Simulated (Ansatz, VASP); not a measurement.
# One calculation of W, two programs

INCAR

```
SYSTEM = W
PREC     = Accurate       ! precision mode
ENCUT    = 520            ! plane-wave cutoff, eV
EDIFF    = 1E-6           ! SCF threshold, eV
ISMEAR   = 0              ! smearing method
SIGMA    = 0.1            ! smearing width, eV
LREAL    = .False.        ! projectors in reciprocal space
LASPH    = .True.         ! aspherical terms in the spheres
NELM     = 100            ! most SCF steps
ALGO     = Fast           ! electronic algorithm
ISIF     = 2              ! what is computed and relaxed
LWAVE    = .False.        ! write WAVECAR
LCHARG   = .False.        ! write CHGCAR
GGA      = PS             ! functional
NBANDS   = 13             ! bands
```

File KPOINTS:

```
Automatic mesh
0
Gamma
  18 18 18
  0 0 0
```

Contents of POSCAR:

```
W
1.0
    0.0000000000      2.0045417836      2.0045417836
    2.0045417836      0.0000000000      2.0045417836
    2.0045417836      2.0045417836      0.0000000000
W
1
Direct
    0.0000000000      0.0000000000      0.0000000000
```

Input for Ansatz:

```yaml
crystal:
  lattice:
    - [0.0, 2.0045417836, 2.0045417836]
    - [2.0045417836, 0.0, 2.0045417836]
    - [2.0045417836, 2.0045417836, 0.0]
  atoms:
    - { symbol: W, position: [0.0, 0.0, 0.0] }
basis:
  ecutwfc: 420
kpoints:
  mp_grid: { grid: [18, 18, 18] }
hamiltonian:
  xc: pbesol
scf:
  occupations: { method: gaussian, width: 0.1 }
output:
  forces: true
  stress: true
  eigenvalues: true
```

Alike in both runs: task single point; functional PBEsol; k mesh 18 × 18 × 18; occupations gaussian, width 0.1 eV; no spin polarisation.

```csv
,VASP,Ansatz
version,VASP 6.6.1,Ansatz 0.2.0
potentials or method,"VASP PAW PBE potentials, release 64 (W_sv)","scalar-relativistic, plane waves, PAW"
plane-wave cutoff (eV),520,420
valence electrons in the cell,14,14
```

VASP gave:

* gap on the k mesh at the Fermi level (eV): none
* pressure (GPa): -1.8

Q: What did Ansatz give for the same quantities?

A: gap on the k mesh at the Fermi level (eV): none; pressure (GPa): -2.4.

A gap of «none» marks a metal or a gap that the smearing closes. With one functional, cell and mesh, what is left measures potentials, basis and numerics.

Caveats: the PAW data sets were made with another functional, which shifts forces and pressure a little (VASP). The runs have no spin-orbit coupling, so splittings on W are missing.
